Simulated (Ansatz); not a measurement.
WC: energy along a strain

WC, P-6m2, a = 2.901 Å, c = 2.829 Å (as given, not relaxed at this level: 8.5 GPa). Ansatz: PBE, PAW, 420 eV, Γ-centred 18×18×16 mesh on 2 atoms, Gaussian smearing 0.15 eV; no spin polarisation. Cell vectors (Å): 2.901 0.000 0.000; -1.450 2.512 0.000; 0.000 0.000 2.829. The cell is strained by x per cent times the pattern (1 -1 0 0 0 0) in the order xx yy zz yz xz xy (engineering shears), with fractional coordinates held. y is the free energy over the start, V0 = 10.306 Å³/atom.

```tsv
x (%)	y (meV/atom)
-2.00	?
-1.00	3.43
0.00	0.00
0.50	0.85
1.50	7.56
2.00	13.32
```

Problem. Fit y = c1 x + c2 x² + c3 x³ to the other rows, get the stiffness along the pattern, and predict the missing energy.

Solution. Least squares on the rows shown. y = 0.02469 x + 3.410 x² − 0.04579 x³. The clamped-ion stiffness p·C·p = 2 × 34.10 eV × 160.2 / 10.306 Å³ = 1060 GPa (second derivative at the start, which stands under stress). At x = -2.00 the fit asked for gives 13.96 meV/atom. The run gave 13.84 meV/atom, so the fit is 0.12 meV/atom too high, a small miss on the scale of the series. The form still works here, 33 % of the fitted range beyond its end.

Spin–orbit coupling is left out, which can shift energies with elements as heavy as these.